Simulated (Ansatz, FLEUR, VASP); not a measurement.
TiO2: programs and potentials compared

```xyz
6
Lattice="-1.8921 1.8921 4.7573 1.8921 -1.8921 4.7573 1.8921 1.8921 -4.7573" Properties=species:S:1:pos:R:3 pbc="T T T"
Ti    0.0000    1.8921    2.3786
Ti    0.0000    0.0000    0.0000
O     0.0000    0.0000    7.5346
O     0.0000    1.8921    0.3987
O     0.0000    1.8921    4.3586
O     0.0000    0.0000    1.9800
```

Alike in all runs: task band structure; functional PBE; k mesh 10 × 10 × 10; occupations fermi-dirac, width 0.05 eV; no spin polarisation; no spin-orbit coupling. Pressure is positive in compression and, in plane waves, holds the error of the finite cutoff. Gaps are the smaller of the mesh's and the band path's.

```csv
program and potentials,plane-wave cutoff (eV),notes,band gap (eV),pressure (GPa),largest force (eV/Å)
"FLEUR, all-electron, FLAPW",-,-,2.11,-,-
"VASP, PBE PAW files O, Ti_sv, 520 eV",520,-,?,?,?
"Ansatz, all-electron LAPW, scalar-relativistic",-,-,2.11,5.19,0.105
```

**Question.** Estimate from the other rows what the run with VASP, PBE PAW files O, Ti_sv, 520 eV gave.

**Answer.** Band gap 2.10 eV; pressure 5.88 GPa; largest force 0.125 eV/Å. The other rows, which needn't bracket it: band gap 2.11; pressure 5.19; largest force 0.105.
